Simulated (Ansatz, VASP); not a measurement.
Tl: VASP beside Ansatz

File INCAR:

```
PREC = Accurate
ENCUT = 520
EDIFF = 1E-6
ISMEAR = -1
SIGMA = 0.05
LREAL = False
LASPH = True
NELM = 80
ALGO = Normal
ISIF = 2
LWAVE = False
LCHARG = True
GGA = CA
LELF = True
LVHAR = True
NBANDS = 20
```

The input KPOINTS:

```
regular mesh
0
Gamma
  11 11 6
```

POSCAR

```
Tl
1.0
    3.4444397472      0.0000000000      0.0000000000
   -1.7222198737      2.9829723229      0.0000000000
    0.0000000000      0.0000000000      5.5065216011
Tl
2
Direct
    0.3333333333      0.6666666667      0.2500000000
    0.6666666667      0.3333333333      0.7500000000
```

Input for Ansatz:

```yaml
crystal:
  lattice:
    - [3.4444397472, 0.0, 0.0]
    - [-1.7222198737, 2.9829723229, 0.0]
    - [0.0, 0.0, 5.5065216011]
  atoms:
    - { symbol: Tl, position: [0.3333333333, 0.6666666667, 0.25] }
    - { symbol: Tl, position: [0.6666666667, 0.3333333333, 0.75] }
kpoints:
  mp_grid: { grid: [11, 11, 6] }
  band_path:
    path:
      - [0.0, 0.0, 0.0]
      - [0.5, 0.0, 0.0]
      - [0.3333333333, 0.3333333333, 0.0]
      - [0.0, 0.0, 0.0]
      - [0.0, 0.0, 0.5]
      - [0.5, 0.0, 0.5]
      - [0.3333333333, 0.3333333333, 0.5]
      - [0.0, 0.0, 0.5]
      - [0.5, 0.0, 0.5]
    npoints: 5
scf:
  occupations: { method: fermi_dirac, width: 0.05 }
hamiltonian:
  xc: lda
  pseudopotentials: { kind: all_electron, lapw: { basis_error: 0.0005 } }
output:
  forces: true
  stress: true
  eigenvalues: true
```

Change from the starting cell: volume scaled by 0.99.

Alike in both runs: task single point; functional LDA; k mesh 11 × 11 × 6; occupations fermi-dirac, width 0.05 eV; no spin polarisation.

```csv
,VASP,Ansatz
version,VASP 6.6.1,Ansatz 0.2.0
potentials or method,"VASP PAW LDA potentials, release 64 (Tl_d)","all-electron LAPW, scalar-relativistic"
plane-wave cutoff (eV),520,see its input
```

|  | VASP | Ansatz | Ansatz less VASP |
| --- | --- | --- | --- |
| pressure (GPa) | -1.4 | -1.4 | -0.06 |
| largest component of the traceless stress (GPa) | 0.06 | 0.01 | -0.045 |

Ansatz ran all-electron here, so the differences hold the error of VASP's frozen core and of both bases.

Spin-orbit coupling is left out, which matters for the levels of Tl.
